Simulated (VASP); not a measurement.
# Bi (Im-3m) in VASP: settings compared

Aim: see how the results for Bi move with the level of theory and the settings. Levels: PBE, LDA. Tasks: relaxation of the atoms, relaxation of cell and atoms.

Everything below comes from runs of VASP 6.6.1. Logs are shortened: lines on timing, memory, paths and dates and some standing lists are left out, and cuts for length are marked.

**1. The crystal as given**

It takes space group Im-3m (No. 229, cubic). Conventional cell: a = 3.963 Å, b = 3.963 Å, c = 3.963 Å, α = 90.00°, β = 90.00°, γ = 90.00°. Bi (site symmetry m-3m) has 8 Bi at 3.43 Å as nearest neighbours.

This isn't the form of Bi at room conditions, which is rhombohedral.

**2. Relaxation of the atoms, PBE (a relaxed cell with its volume scaled by 1.04)**

Contents of INCAR:

```
ALGO = Fast
EDIFF = 1E-7
EDIFFG = -0.01
ENCUT = 600
GGA = PE
IBRION = 2
ISIF = 2
ISMEAR = 1
LASPH = T
LCHARG = F
LREAL = F
LWAVE = F
NELM = 80
NSW = 40
PREC = Accurate
SIGMA = 0.1
```

Contents of KPOINTS:

```
k-points
0
Gamma
  14 14 14
```

Contents of POSCAR:

```
Bi                                      
1.0
   -2.0160616783      2.0160616783      2.0160616783
    2.0160616783     -2.0160616783      2.0160616783
    2.0160616783      2.0160616783     -2.0160616783
  Bi            
     1
Direct
     0.0000000000000000    0.0000000000000000    0.0000000000000000
```

Potentials or basis: VASP PAW PBE potentials, release 64 (Bi_d).

Started as:

```console
$ cat potpaw_PBE.64/Bi_d/POTCAR > POTCAR
$ mpirun -np 1 vasp_std > vasp.out
```

OUTCAR:

```text
EDIFF = 1E-7
   EDIFFG = -0.01
   ENCUT = 600
   GGA = PE
   IBRION = 2
   ISIF = 2
   ISMEAR = 1
   LASPH = T
   LREAL = F
   NELM = 80
   NSW = 40
   PREC = Accurate

 ion  position               nearest neighbor table
   1  0.000  0.000  0.000-

  LATTYP: Found a body centered cubic cell.
 ALAT       =     4.0321233566

  Lattice vectors:

 A1 = (  -2.0160616783,   2.0160616783,   2.0160616783)
 A2 = (   2.0160616783,  -2.0160616783,   2.0160616783)
 A3 = (   2.0160616783,   2.0160616783,  -2.0160616783)

Analysis of symmetry for initial positions (statically):
=====================================================================
 Subroutine PRICEL returns:
 Original cell was already a primitive cell.

 Routine SETGRP: Setting up the symmetry group for a
 body centered cubic supercell.

 Subroutine GETGRP returns: Found 48 space group operations
 (whereof 48 operations were pure point group operations)
 out of a pool of 48 trial point group operations.

The static configuration has the point symmetry O_h .

Analysis of symmetry for dynamics (positions and initial velocities):
=====================================================================
 Subroutine PRICEL returns:
 Original cell was already a primitive cell.

 Routine SETGRP: Setting up the symmetry group for a
 body centered cubic supercell.

 Subroutine GETGRP returns: Found 48 space group operations
 (whereof 48 operations were pure point group operations)
 out of a pool of 48 trial point group operations.

The dynamic configuration has the point symmetry O_h .

 Subroutine INISYM returns: Found 48 space group operations
 (whereof 48 operations are pure point group operations),
 and found     1 'primitive' translations

----------------------------------------------------------------------------------------

                                     Primitive cell

  volume of cell :      32.7772

  direct lattice vectors                    reciprocal lattice vectors
    -2.016061678  2.016061678  2.016061678     0.000000000  0.248008285  0.248008285
     2.016061678 -2.016061678  2.016061678     0.248008285  0.000000000  0.248008285
     2.016061678  2.016061678 -2.016061678     0.248008285  0.248008285  0.000000000

  length of vectors
     3.491921258  3.491921258  3.491921258     0.350736681  0.350736681  0.350736681

[... 86 lines left out ...]
   POTIM  = 0.5000    time-step for ionic-motion
   TEBEG  =    0.0;   TEEND  =   0.0 temperature during run
   PSTRESS=    0.0 pullay stress
   NELECT =      15.0000    total number of electrons
   NUPDOWN=      -1.0000    fix difference up-down
   EMIN   =  10.00;   EMAX   =-10.00  energy-range for DOS
   EFERMI =   0.00;   METHOD = LEGACY
   ISMEAR =     1;   SIGMA  =   0.10  broadening in eV -4-tet -1-fermi 0-gaus
   EFERMI_NEDOS =   21; number of points for ismear=-14 and -15
   IALGO  =     68    algorithm
   IMIX   =      4    mixing-type and parameters
     AMIX     =   0.40;   BMIX     =  1.00
     AMIX_MAG =   1.60;   BMIX_MAG =  1.00
  volume/ion in A,a.u.               =      32.78       221.19
  Fermi-wavevector in a.u.,A,eV,Ry     =   1.261580  2.384040 21.654814  1.591584
  Thomas-Fermi vector in A             =   2.395032
   LORBIT       =      0    0 simple, 1 ext, 2 COOP (PROOUT), +10 PAW based schemes
   GGA     = PE    functional components
   LHFCALC =     F    Hartree Fock is set to
   AEXX    =    0.0000 exact exchange contribution
   IVDW    =     0    specifies the selected vdW correction
   LEPSILON=     F    determine dielectric tensor
   LRPA    =     F    only Hartree local field effects (RPA)
 conjugate gradient relaxation of ions
 non-spin polarized calculation
 RMM-DIIS sequential band-by-band and
 Methfessel and Paxton  Order N= 1 SIGMA  =   0.10
  energy-cutoff  :      600.00
  volume of cell :       32.78
 maximum number of plane-waves:      1124
   NGX = 13   NGY = 13   NGZ = 13

 number of electron      15.0000006 magnetization

 Free energy of the ion-electron system (eV)
  ---------------------------------------------------
  ext. energy  EPLUGINS =         0.00000000
  ---------------------------------------------------
  free energy    TOTEN  =        -3.74162338 eV

  energy without entropy =       -3.74104059  energy(sigma->0) =       -3.74142912

 E-fermi :   7.2203     XC(G=0): -10.0486

 val. band max:        7.2051514677   @ k =  -0.3571   0.4286   0.2857
 cond. band min:       7.2245777967   @ k =   0.2143   0.2143   0.0000
 fundamental gap:      0.0194263290
 Fermi energy:         7.2202582539

 k-point     1 :       0.0000    0.0000    0.0000
  band No.  band energies     occupation
      1     -15.7244      2.00000
      2     -15.7244      2.00000
      3     -15.7244      2.00000
      4     -15.6164      2.00000
      5     -15.6164      2.00000
      6      -5.8930      2.00000
      7      12.0368      0.00000
      8      12.0368      0.00000
      9      12.0368      0.00000
     10      15.7649      0.00000
     11      17.7432      0.00000
[... 309 lines left out ...]
 k-point    24 :       0.3571    0.2857    0.0000
  band No.  band energies     occupation
      1     -15.7289      2.00000
      2     -15.6592      2.00000
      3     -15.6439      2.00000
      4     -15.6110      2.00000
      5     -15.5906      2.00000
      6      -2.7179      2.00000
      7       3.7664      2.00000
      8       4.7715      2.00000
      9       9.5417      0.00000
     10      15.4804      0.00000
     11      17.5327      0.00000

 [... further k-points ...]

------------------------ aborting loop because EDIFF is reached ----------------------------------------

  FORCE on cell =-STRESS in cart. coord.  units (eV):
  Direction    XX          YY          ZZ          XY          YZ          ZX
  --------------------------------------------------------------------------------------
  -------------------------------------------------------------------------------------
  Total       -0.3916265     -0.3916265     -0.3916265      0.0000000     -0.0000000     -0.0000000
  in kB      -19.1430526    -19.1430526    -19.1430526      0.0000000     -0.0000000     -0.0000000
  external PRESSURE =     -19.1430526 kB  Pullay stress =       0.0000000 kB

 VOLUME and BASIS-vectors are now :
 -----------------------------------------------------------------------------
  energy-cutoff  :      600.00
  volume of cell :       32.78
      direct lattice vectors                 reciprocal lattice vectors
    -2.016061678  2.016061678  2.016061678     0.000000000  0.248008285  0.248008285
     2.016061678 -2.016061678  2.016061678     0.248008285  0.000000000  0.248008285
     2.016061678  2.016061678 -2.016061678     0.248008285  0.248008285  0.000000000

 POSITION                                       TOTAL-FORCE (eV/Angst)
 -----------------------------------------------------------------------------------
      0.00000      0.00000      0.00000         0.000000      0.000000     -0.000000
 -----------------------------------------------------------------------------------
    total drift:                               -0.000000     -0.000000     -0.000000

  FREE ENERGIE OF THE ION-ELECTRON SYSTEM (eV)
  ---------------------------------------------------
  free  energy   TOTEN  =        -3.7416233821 eV

  energy  without entropy=       -3.7410405875  energy(sigma->0) =       -3.74142912

 reached required accuracy - stopping structural energy minimisation
```

It took 18 s on 1 thread of Intel Xeon 6975P-C (Granite Rapids), shared host; peak memory 0.18 GiB.

Results:

* Free energy: -3.7416 eV
* Pressure after relaxing: -1.9 GPa
* Band gap on the k mesh: none (metal or under the smearing width)

Final structure:
```
Bi
1.0
    -2.01606    2.01606    2.01606
     2.01606   -2.01606    2.01606
     2.01606    2.01606   -2.01606
Bi
1
Direct
  0.00000 0.00000 0.00000
```

Levels at points of the mesh, in eV from the Fermi level:
```tsv
k point	band 5	band 6	band 7	band 8	band 9	band 10
(0.00, 0.00, 0.00)	-22.84	-13.11	4.82	4.82	4.82	8.54
(0.50, 0.00, 0.00)	-22.77	-10.35	-4.71	1.54	3.37	5.85
(0.50, 0.50, 0.50)	-22.78	-8.46	-1.63	-1.63	-1.63	3.65
```

Caveat: the relaxation stopped at its first step, so nothing moved; spin-orbit coupling is left out, which moves the levels of the heavy elements.

**3. Relaxation of the atoms, PBE (a relaxed cell with its volume scaled by 1.06)**

INCAR is that of step 2.

KPOINTS is that of step 2.

Contents of POSCAR:

```
Bi                                      
1.0
   -2.0289031817      2.0289031817      2.0289031817
    2.0289031817     -2.0289031817      2.0289031817
    2.0289031817      2.0289031817     -2.0289031817
  Bi            
     1
Direct
     0.0000000000000000    0.0000000000000000    0.0000000000000000
```

Potentials or basis: VASP PAW PBE potentials, release 64 (Bi_d).

Started as:

```console
$ cat potpaw_PBE.64/Bi_d/POTCAR > POTCAR
$ mpirun -np 1 vasp_std > vasp.out
```

Wall time 18 s (1 thread of Intel Xeon 6975P-C (Granite Rapids), shared host); peak memory 0.18 GiB.

It converged, with:

```
Free energy             : -3.7326 eV
Pressure after relaxing : -2.7 GPa
Band gap on the k mesh  : none (metal or under the smearing width)
```

Final structure:
```yaml
crystal:
  lattice:
    - [-2.02890, 2.02890, 2.02890]
    - [2.02890, -2.02890, 2.02890]
    - [2.02890, 2.02890, -2.02890]
  atoms:
    - { symbol: Bi, position: [0.00000, 0.00000, 0.00000] }
```

Levels at points of the mesh, in eV from the Fermi level:
```csv
k point,band 3,band 4,band 5,band 6,band 7,band 8,band 9,band 10,band 11
"(0.00, 0.00, 0.00)",-22.94,-22.84,-22.84,-13.00,4.68,4.68,4.68,8.31,10.51
"(0.50, 0.00, 0.00)",-22.84,-22.84,-22.77,-10.33,-4.61,1.50,3.30,5.79,7.45
"(0.50, 0.50, 0.50)",-22.79,-22.79,-22.79,-8.53,-1.59,-1.59,-1.59,3.66,3.66
```

Caveat: the relaxation stopped at its first step, so nothing moved; spin-orbit coupling is left out, which moves the levels of the heavy elements.

(Continued in part 2 of 2.)
